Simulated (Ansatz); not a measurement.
# Si, space group Fm-3m: a convergence test of the plane-wave cutoff

Program: Ansatz 0.2.0, Python API.

Typed at the interpreter:
```pycon
>>> import warnings
>>> import ansatz as az
>>> from tabulate import tabulate
>>> FILLING = "Methfessel-Paxton"
>>> WIDTH_EV = 0.15
>>> MESH = (14, 14, 14)
>>> warnings.simplefilter("ignore", az.DeckWarning)
>>> system = (
...     az.Lattice.of((0.0, 1.67, 1.67), (1.67, 0.0, 1.67), (1.67, 1.67, 0.0))
...     .atom("Si", (0.0, 0.0, 0.0))
... )
>>> [site.symbol for site in system.resolved().sites]
['Si']
>>> setup = (
...     system.calculation()
...     .occupations(FILLING, width=WIDTH_EV)
...     .kpoints(*MESH)
... )
>>> rows = []
>>> for value in [300, 400, 500, 600, 700, 800]:
...     data = setup.basis(value).run(threads=1, pin="off").report
...     rows.append((value, data["free_energy_ev"] / len(data["lattice"]["sites"]), data["n_iterations"], data["n_pw"]))
...
>>> print(tabulate(rows, headers=["cutoff (eV)", "F/atom (eV)", "iterations", "plane waves"], floatfmt=".4f", tablefmt="simple"))
  cutoff (eV)    F/atom (eV)    iterations    plane waves
-------------  -------------  ------------  -------------
          300      -634.2176             5            113
          400      -634.2458             5            169
          500      -634.2464             5            259
          600      -634.2466             5            331
          700      -634.2466             5            387
          800      -634.2467             5            531
>>> # differences from the last row
>>> for row in rows[:-1]:
...     shift = 1000 * (row[1] - rows[-1][1])
...     print(f"{row[0]}: {shift:+.2f} meV/atom" + ("  (within 1 meV)" if abs(shift) < 1 else ""))
...
300: +29.03 meV/atom
400: +0.87 meV/atom  (within 1 meV)
500: +0.21 meV/atom  (within 1 meV)
600: +0.08 meV/atom  (within 1 meV)
700: +0.03 meV/atom  (within 1 meV)
```

From 400 eV on it stays within 1 meV an atom of the value at 800 eV; the first row (300 eV) is off by 29.0 meV and the last but one by 0.03 meV. The energy falls steadily, as expected when plane waves are added.

Notes:
- For a metal this k-point mesh is coarse: on a finer one energies can move by several to tens of meV an atom and pressures by half a GPa or more, differences at one mesh by less.
- No functional is typed, so the default, PBE, holds.
- This isn't the structure that Si takes at ambient conditions.
- Shifts are counted from the last row, which is itself no proven limit.
- The script silences the warnings on its input, which a real study should read.
- Timing: 3.5 s on 1 thread of Arm Neoverse V2 (shared host), peak memory 0.32 GiB.
